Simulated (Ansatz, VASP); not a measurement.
One calculation of MgS (Niningerite), two programs

```
Mg S
1.0
     0.00000    2.60246    2.60246
     2.60246    0.00000    2.60246
     2.60246    2.60246    0.00000
Mg S
1 1
Direct
  0.00000 0.00000 0.00000
  0.50000 0.50000 0.50000
```

Alike in both runs: task single point; functional r2SCAN; k mesh 10 × 10 × 10; occupations fermi-dirac, width 0.02 eV; no spin polarisation.

|  | VASP | Ansatz |
| --- | --- | --- |
| version | VASP 6.6.1 | Ansatz 0.2.0 |
| potentials or method | VASP PAW PBE potentials, release 64 (Mg, S) | PAW plane waves |
| plane-wave cutoff (eV) | 520 | 500 |
| valence electrons in the cell | 8 | 16 |

```tsv
	VASP	Ansatz	Ansatz less VASP
gap on the k mesh at the Fermi level (eV)	3.43	3.47	+0.037
pressure (GPa)	-0.6	0.0	+0.56
```

With one functional, cell and mesh, what is left measures potentials, basis and numerics. The two sets of potentials don't hold the same shells in valence.

Caveats: the PAW data sets were made with another functional, which shifts forces and pressure a little (VASP). A k mesh can miss the band edges. r2SCAN opens gaps a little over a GGA but as a rule still falls short of measured ones.
